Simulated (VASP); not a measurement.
## Results of a VASP single-point calculation on BeS (strained rocksalt)

POSCAR

```
Be S
 1.0000000000000000
     0.0231729720000000    2.3172971968999998    2.3172971968999998
     2.3172971968999998    0.0231729720000000    2.3172971968999998
     2.3404701689000000    2.3404701689000000    0.0000000000000000
 Be  S
   1   1
Cartesian
  0.0000000000000000  0.0000000000000000  0.0000000000000000
  2.3404701688999996  2.3404701688999991  2.3172971968999994
```

| Quantity | Value |
| --- | --- |
| gap between bands v and c | 1.19 eV |
| least direct gap | 4.39 eV |

Band v is the last that the valence electrons fill when counted band by band, and c is the next. Levels in eV from the top of v:

| point | v−1 | v | c | c+1 |
| --- | --- | --- | --- | --- |
| Γ | -0.41 | -0.25 | 6.05 | 9.03 |
| X | -3.39 | -3.39 | 1.20 | 4.72 |
| K | -5.50 | -2.51 | 2.68 | 7.79 |
| L | -0.66 | -0.55 | 4.33 | 4.50 |
| W | -5.69 | -4.18 | 5.23 | 6.09 |

**Question.** Which of these levels of theory gave these results?
A. PBE with spin–orbit coupling
B. LDA
C. PBE0
D. r²SCAN
E. HSE06
F. PBEsol
G. PBE

**Answer.** D.

The INCAR was:

```
NELM = 120
PREC = Accurate
IBRION = -1
ISMEAR = 0
ALGO = Normal
METAGGA = R2SCAN
LASPH = .TRUE.
SIGMA = 0.01
LWAVE = .FALSE.
LREAL = .FALSE.
NBANDS = 11
ENCUT = 520
NSW = 0
LCHARG = .FALSE.
EDIFF = 1E-7
ISIF = 2
```
